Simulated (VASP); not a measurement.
# CuAu (P4/mmm) in VASP: a series of runs

The runs below take CuAu through single point, with PBE.

All numbers are computed with VASP 6.6.1; they aren't measurements. Logs are shortened: lines on timing, memory, paths and dates and some standing lists are left out, and cuts for length are marked.

### Step 1. The crystal as given

Symmetry: P4/mmm, No. 123, tetragonal system. The conventional cell has a = 2.811 Å, b = 2.811 Å, c = 3.685 Å, α = 90.00°, β = 90.00°, γ = 90.00°. Around Au (site symmetry 4/mmm) lie 8 Cu at 2.71 Å and 4 Au at 2.81 Å. Cu (site symmetry 4/mmm) has 8 Au at 2.71 Å and 4 Cu at 2.81 Å as nearest neighbours.

### Step 2. Single point, PBE

Input file INCAR:

```
SYSTEM = CuAu
ADDGRID  = .FALSE.      
ALGO     = Normal         ! electronic algorithm
EDIFF    = 1E-6           ! SCF threshold, eV
ENCUT    = 520            ! plane-wave cutoff, eV
GGA      = PE             ! functional
ISIF     = 2              ! what is computed and relaxed
ISMEAR   = 1              ! smearing method
LASPH    = .TRUE.         ! aspherical terms in the spheres
LCHARG   = .FALSE.        ! write CHGCAR
LREAL    = .FALSE.        ! projectors in reciprocal space
LWAVE    = .FALSE.        ! write WAVECAR
NBANDS   = 18             ! bands
NELM     = 100            ! most SCF steps
PREC     = Accurate       ! precision mode
SIGMA    = 0.2            ! smearing width, eV
```

Input file KPOINTS:

```
k-points
0
G
  4 4 3
  0 0 0
```

Input file POSCAR:

```
CuAu
1.0
    2.8107494552      0.0000000000      0.0000000000
    0.0000000000      2.8107494552      0.0000000000
    0.0000000000      0.0000000000      3.6850000000
Au Cu
1 1
Direct
    0.0000000000      0.0000000000      0.0000000000
    0.5000000000      0.5000000000      0.5000000000
```

Potentials or basis: VASP PAW PBE potentials, release 64 (Au, Cu).

Run with:

```sh
cat potpaw_PBE.64/Au/POTCAR potpaw_PBE.64/Cu/POTCAR > POTCAR
mpirun -np 1 vasp_std > vasp.out
```

OUTCAR:

```text
SYSTEM = CuAu
   EDIFF = 1E-6
   ENCUT = 520
   GGA = PE
   ISIF = 2
   ISMEAR = 1
   LASPH = .TRUE.
   LREAL = .FALSE.
   NELM = 100
   PREC = Accurate

 Found     12 irreducible k-points:

 Following reciprocal coordinates:
            Coordinates               Weight
  0.000000  0.000000  0.000000      1.000000
  0.250000  0.000000  0.000000      4.000000
  0.500000  0.000000  0.000000      2.000000
  0.250000  0.250000  0.000000      4.000000
  0.500000  0.250000  0.000000      4.000000
  0.500000  0.500000  0.000000      1.000000
   k-points           NKPTS =     12   k-points in BZ     NKDIM =     12   number of bands    NBANDS=     18
   number of dos      NEDOS =    301   number of ions     NIONS =      2
   total plane-waves  NPLWV =  16128
   dimension x,y,z NGX =    24 NGY =   24 NGZ =   28
   dimension x,y,z NGXF=    48 NGYF=   48 NGZF=   56
   ions per type =               1   1
   NGX,Y,Z   is equivalent  to a cutoff of  14.20, 14.20, 12.63 a.u.
   NGXF,Y,Z  is equivalent  to a cutoff of  28.39, 28.39, 25.26 a.u.
 SYSTEM =  CuAu
   PREC   = accura    normal or accurate (medium, high low for compatibility)
   ISTART =      0    job   : 0-new  1-cont  2-samecut
   ICHARG =      2    charge: 1-file 2-atom 10-const
   ISPIN  =      1    spin polarized calculation?
   LNONCOLLINEAR =      F non collinear calculations
   LSORBIT =      F    spin-orbit coupling
   LASPH  =      T    aspherical Exc in radial PAW
   ENCUT  =  520.0 eV  38.22 Ry    6.18 a.u.   5.23  5.23  6.85*2*pi/ulx,y,z
   NELM   =    100;   NELMIN=  2; NELMDL= -5     # of ELM steps
   EDIFF  = 0.1E-05   stopping-criterion for ELM
   LREAL  =      F    real-space projection
   EDIFFG = 0.1E-04   stopping-criterion for IOM
   NSW    =      0    number of steps for IOM
   IBRION =     -1    ionic relax: 0-MD 1-quasi-New 2-CG
   NFREE  =      0    steps in history (QN), initial steepest desc. (CG)
   ISIF   =      2    stress and relaxation
   ISYM   =      2    0-nonsym 1-usesym 2-fastsym
   POTIM  = 0.5000    time-step for ionic-motion
   TEBEG  =    0.0;   TEEND  =   0.0 temperature during run
   PSTRESS=    0.0 pullay stress
   NELECT =      22.0000    total number of electrons
   NUPDOWN=      -1.0000    fix difference up-down
   EMIN   =  10.00;   EMAX   =-10.00  energy-range for DOS
   EFERMI =   0.00;   METHOD = LEGACY
   ISMEAR =     1;   SIGMA  =   0.20  broadening in eV -4-tet -1-fermi 0-gaus
   EFERMI_NEDOS =   21; number of points for ismear=-14 and -15
   IALGO  =     38    algorithm
   IMIX   =      4    mixing-type and parameters
     AMIX     =   0.40;   BMIX     =  1.00
     AMIX_MAG =   1.60;   BMIX_MAG =  1.00
  volume/ion in A,a.u.               =      14.56        98.23
  Fermi-wavevector in a.u.,A,eV,Ry     =   1.491152  2.817868 30.253005  2.223533
  Thomas-Fermi vector in A             =   2.603843
   LORBIT       =      0    0 simple, 1 ext, 2 COOP (PROOUT), +10 PAW based schemes
   GGA     = PE    functional components
   LHFCALC =     F    Hartree Fock is set to
   AEXX    =    0.0000 exact exchange contribution
   IVDW    =     0    specifies the selected vdW correction
   LEPSILON=     F    determine dielectric tensor
   LRPA    =     F    only Hartree local field effects (RPA)
 non-spin polarized calculation
 Methfessel and Paxton  Order N= 1 SIGMA  =   0.20
  energy-cutoff  :      520.00
  volume of cell :       29.11
 maximum number of plane-waves:       800
 NGX is ok and might be reduce to    24
   NGX = 11   NGY = 11   NGZ = 13

 number of electron      22.0000010 magnetization

 Free energy of the ion-electron system (eV)
  ---------------------------------------------------
  ext. energy  EPLUGINS =         0.00000000
  ---------------------------------------------------
  free energy    TOTEN  =        -6.84853383 eV

  energy without entropy =       -6.84029539  energy(sigma->0) =       -6.84578768

 E-fermi :   8.7550     XC(G=0): -12.6674

 val. band max:        8.5688917124   @ k =   0.5000   0.0000   0.0000
 cond. band min:       8.8119315381   @ k =   0.2500   0.0000   0.3333
 fundamental gap:      0.2430398257
 Fermi energy:         8.7550266747

 k-point     1 :       0.0000    0.0000    0.0000
  band No.  band energies     occupation
      1      -1.0413      2.00000
      2       2.1171      2.00000
      3       2.2661      2.00000
      4       4.6438      2.00000
      5       4.6438      2.00000
      6       5.7180      2.00000
[... 10 lines left out ...]
     17      25.5349      0.00000
     18      26.1342      0.00000

 k-point     2 :       0.2500    0.0000    0.0000
  band No.  band energies     occupation
      1       0.2861      2.00000
      2       2.5934      2.00000
      3       3.2058      2.00000
      4       3.8895      2.00000
      5       4.9564      2.00000
      6       5.1718      2.00000
[... 10 lines left out ...]
     17      24.9101      0.00000
     18      27.0505      0.00000

 k-point     3 :       0.5000    0.0000    0.0000
  band No.  band energies     occupation
      1       2.0232      2.00000
      2       3.1720      2.00000
      3       3.3671      2.00000
      4       4.2354      2.00000
      5       4.6260      2.00000
      6       5.4199      2.00000
[... 10 lines left out ...]
     17      24.7286      0.00000
     18      25.8624      0.00000

 k-point     4 :       0.2500    0.2500    0.0000
  band No.  band energies     occupation
      1       1.4605      2.00000
      2       3.1833      2.00000
      3       3.7073      2.00000
      4       3.7118      2.00000
      5       3.9443      2.00000
      6       4.6852      2.00000
[... 10 lines left out ...]
     17      24.7024      0.00000
     18      24.8704      0.00000

 k-point     5 :       0.5000    0.2500    0.0000
  band No.  band energies     occupation
      1       2.4721      2.00000
      2       3.0239      2.00000
      3       3.0643      2.00000
      4       3.7218      2.00000
      5       4.1837      2.00000
      6       5.9849      2.00000
[... 10 lines left out ...]
     17      19.9232      0.00000
     18      21.5468      0.00000

 k-point     6 :       0.5000    0.5000    0.0000
  band No.  band energies     occupation
      1       1.5975      2.00000
      2       2.8904      2.00000
      3       2.8904      2.00000
      4       3.1156      2.00000
      5       6.9866      2.00000
      6       6.9999      2.00000
[... 10 lines left out ...]
     17      20.3437      0.00000
     18      22.2774      0.00000

 [... further k-points ...]

------------------------ aborting loop because EDIFF is reached ----------------------------------------

  FORCE on cell =-STRESS in cart. coord.  units (eV):
  Direction    XX          YY          ZZ          XY          YZ          ZX
  --------------------------------------------------------------------------------------
  -------------------------------------------------------------------------------------
  Total        1.4114337      1.4114337      0.1562985      0.0000000      0.0000000      0.0000000
  in kB       77.6764368     77.6764368      8.6016869      0.0000000      0.0000000      0.0000000
  external PRESSURE =      54.6515202 kB  Pullay stress =       0.0000000 kB

 VOLUME and BASIS-vectors are now :
 -----------------------------------------------------------------------------
  energy-cutoff  :      520.00
  volume of cell :       29.11
      direct lattice vectors                 reciprocal lattice vectors
     2.810749455  0.000000000  0.000000000     0.355776997  0.000000000  0.000000000
     0.000000000  2.810749455  0.000000000     0.000000000  0.355776997  0.000000000
     0.000000000  0.000000000  3.685000000     0.000000000  0.000000000  0.271370421

 POSITION                                       TOTAL-FORCE (eV/Angst)
 -----------------------------------------------------------------------------------
      0.00000      0.00000      0.00000         0.000000      0.000000      0.000000
      1.40537      1.40537      1.84250         0.000000      0.000000      0.000000
 -----------------------------------------------------------------------------------
    total drift:                                0.000000      0.000000     -0.000000

  FREE ENERGIE OF THE ION-ELECTRON SYSTEM (eV)
  ---------------------------------------------------
  free  energy   TOTEN  =        -6.8485338284 eV

  energy  without entropy=       -6.8402953901  energy(sigma->0) =       -6.84578768
```

Run time: 9.1 s. Hardware: 1 thread of Intel Xeon Platinum 8375C at 2.90GHz (Ice Lake), shared host; peak memory 0.14 GiB.

The run converged, but some of its settings lie outside the range that counts as converged, so its numbers aren't taken as properties of the crystal.

Results:

```
Free energy            : -6.8485 eV
Pressure               : 5.5 GPa
Band gap on the k mesh : none (metal or under the smearing width)
```

Caveat: the k mesh is coarse (spacing up to 0.57 Å⁻¹), so the values aren't converged.

### Step 3. Single point, PBE

INCAR is that of step 2.

KPOINTS is that of step 2.

Input file POSCAR:

```
CuAu
1.0
    2.8107494552      0.0000000000      0.0000000000
    0.0000000000      2.8107494552      0.0000000000
    0.0000000000      0.0000000000      3.6850000000
Au Cu
1 1
Direct
    0.0257070000      0.0114430000     -0.0258500000
    0.4994280000      0.4658820000      0.5068750000
```

Potentials or basis: VASP PAW PBE potentials, release 64 (Au, Cu).

Run with:

```sh
cat potpaw_PBE.64/Au/POTCAR potpaw_PBE.64/Cu/POTCAR > POTCAR
mpirun -np 1 vasp_std > vasp.out
```

OUTCAR:

```text
SYSTEM = CuAu
   EDIFF = 1E-6
   ENCUT = 520
   GGA = PE
   ISIF = 2
   ISMEAR = 1
   LASPH = .TRUE.
   LREAL = .FALSE.
   NELM = 100
   PREC = Accurate

 Found     26 irreducible k-points:

 Following reciprocal coordinates:
            Coordinates               Weight
  0.000000  0.000000  0.000000      1.000000
  0.250000  0.000000  0.000000      2.000000
  0.000000  0.250000  0.000000      2.000000
  0.500000  0.000000  0.000000      1.000000
  0.000000  0.500000  0.000000      1.000000
  0.250000  0.250000  0.000000      2.000000
   k-points           NKPTS =     26   k-points in BZ     NKDIM =     26   number of bands    NBANDS=     18
   number of dos      NEDOS =    301   number of ions     NIONS =      2
   total plane-waves  NPLWV =  16128
   dimension x,y,z NGX =    24 NGY =   24 NGZ =   28
   dimension x,y,z NGXF=    48 NGYF=   48 NGZF=   56
   ions per type =               1   1
   NGX,Y,Z   is equivalent  to a cutoff of  14.20, 14.20, 12.63 a.u.
   NGXF,Y,Z  is equivalent  to a cutoff of  28.39, 28.39, 25.26 a.u.
 SYSTEM =  CuAu
   PREC   = accura    normal or accurate (medium, high low for compatibility)
   ISTART =      0    job   : 0-new  1-cont  2-samecut
   ICHARG =      2    charge: 1-file 2-atom 10-const
   ISPIN  =      1    spin polarized calculation?
   LNONCOLLINEAR =      F non collinear calculations
   LSORBIT =      F    spin-orbit coupling
[... 54 lines left out ...]

 val. band max:        8.6074503683   @ k =   0.0000   0.5000   0.0000
 cond. band min:       8.7924706577   @ k =   0.0000   0.2500   0.3333
 fundamental gap:      0.1850202893
 Fermi energy:         8.7623749126

 k-point     1 :       0.0000    0.0000    0.0000
  band No.  band energies     occupation
      1      -1.0477      2.00000
      2       2.0868      2.00000
      3       2.2410      2.00000
      4       4.5775      2.00000
      5       4.6566      2.00000
      6       5.6947      2.00000
[... 103 lines left out ...]
      5       3.8686      2.00000
      6       4.6247      2.00000
[... 10 lines left out ...]
     17      24.7286      0.00000
     18      24.8102      0.00000

 [... further k-points ...]

------------------------ aborting loop because EDIFF is reached ----------------------------------------

  FORCE on cell =-STRESS in cart. coord.  units (eV):
  Direction    XX          YY          ZZ          XY          YZ          ZX
  --------------------------------------------------------------------------------------
  -------------------------------------------------------------------------------------
  Total        1.8235864      1.6882163      0.7009386      0.1193870     -0.3932469     -0.2350037
  in kB      100.3587327     92.9088118     38.5752542      6.5703114    -21.6418371    -12.9331274
  external PRESSURE =      77.2809329 kB  Pullay stress =       0.0000000 kB

 VOLUME and BASIS-vectors are now :
 -----------------------------------------------------------------------------
  energy-cutoff  :      520.00
  volume of cell :       29.11
      direct lattice vectors                 reciprocal lattice vectors
     2.810749455  0.000000000  0.000000000     0.355776997  0.000000000  0.000000000
     0.000000000  2.810749455  0.000000000     0.000000000  0.355776997  0.000000000
     0.000000000  0.000000000  3.685000000     0.000000000  0.000000000  0.271370421

 POSITION                                       TOTAL-FORCE (eV/Angst)
 -----------------------------------------------------------------------------------
      0.07226      0.03216      3.58974        -0.312546     -0.519166      0.934215
      1.40377      1.30948      1.86783         0.312546      0.519166     -0.934215
 -----------------------------------------------------------------------------------
    total drift:                                0.000156      0.000058     -0.000535

  FREE ENERGIE OF THE ION-ELECTRON SYSTEM (eV)
  ---------------------------------------------------
  free  energy   TOTEN  =        -6.7520320170 eV

  energy  without entropy=       -6.7438795524  energy(sigma->0) =       -6.74931453
```

OSZICAR:

```text
N       E                     dE             d eps       ncg     rms          rms(c)
DAV:   1     0.130491682007E+03    0.13049E+03   -0.11060E+04  1012   0.171E+03
DAV:   2    -0.238751643888E+01   -0.13288E+03   -0.12497E+03   956   0.304E+02
DAV:   3    -0.766565605626E+01   -0.52781E+01   -0.51403E+01  1086   0.708E+01
DAV:   4    -0.774070344669E+01   -0.75047E-01   -0.74976E-01  1160   0.683E+00
DAV:   5    -0.774254344921E+01   -0.18400E-02   -0.18399E-02  1222   0.112E+00    0.120E+01
DAV:   6    -0.717284332620E+01    0.56970E+00   -0.61066E+00   998   0.685E+01    0.561E+00
DAV:   7    -0.686741534791E+01    0.30543E+00   -0.26507E+00  1130   0.759E+01    0.696E+00
DAV:   8    -0.675998384454E+01    0.10743E+00   -0.30323E-01  1196   0.145E+01    0.318E+00
DAV:   9    -0.675356533470E+01    0.64185E-02   -0.13744E-02  1320   0.123E+00    0.344E-01
DAV:  10    -0.675210685378E+01    0.14585E-02   -0.80556E-03  1016   0.272E+00    0.881E-02
DAV:  11    -0.675203795081E+01    0.68903E-04   -0.48866E-04  1424   0.548E-01    0.236E-02
DAV:  12    -0.675203451419E+01    0.34366E-05   -0.12842E-05  1230   0.406E-02    0.154E-02
DAV:  13    -0.675203199013E+01    0.25241E-05   -0.87442E-06  1162   0.105E-01    0.212E-03
DAV:  14    -0.675203201699E+01   -0.26855E-07   -0.33344E-07   510   0.131E-02
   1 F= -.67520320E+01 E0= -.67493145E+01  d E =-.815246E-02
```

Wall time 11 s (1 thread of Intel Xeon Platinum 8375C at 2.90GHz (Ice Lake), shared host); peak memory 0.14 GiB.

The run converged, but some of its settings lie outside the range that counts as converged, so its numbers aren't taken as properties of the crystal.

What came out:

```yaml
Free_energy: -6.7520 eV
Pressure: 7.7 GPa
Largest_force: 1.114 eV/Å
Band_gap_on_the_k_mesh: none (metal or under the smearing width)
```

Caveat: the k mesh is coarse (spacing up to 0.57 Å⁻¹), so the values aren't converged.

### Step 4. The reference run

An earlier run on the cell as given: functional PBEsol; potentials or basis VASP PAW PBE potentials, release 64 (Au, Cu); cutoff 520 eV; k mesh 9 × 9 × 7; occupations fermi-dirac, width 0.05 eV; no spin polarisation.

- Pressure: -3.9 GPa
- Band gap on the k mesh: none (metal or under the smearing width)
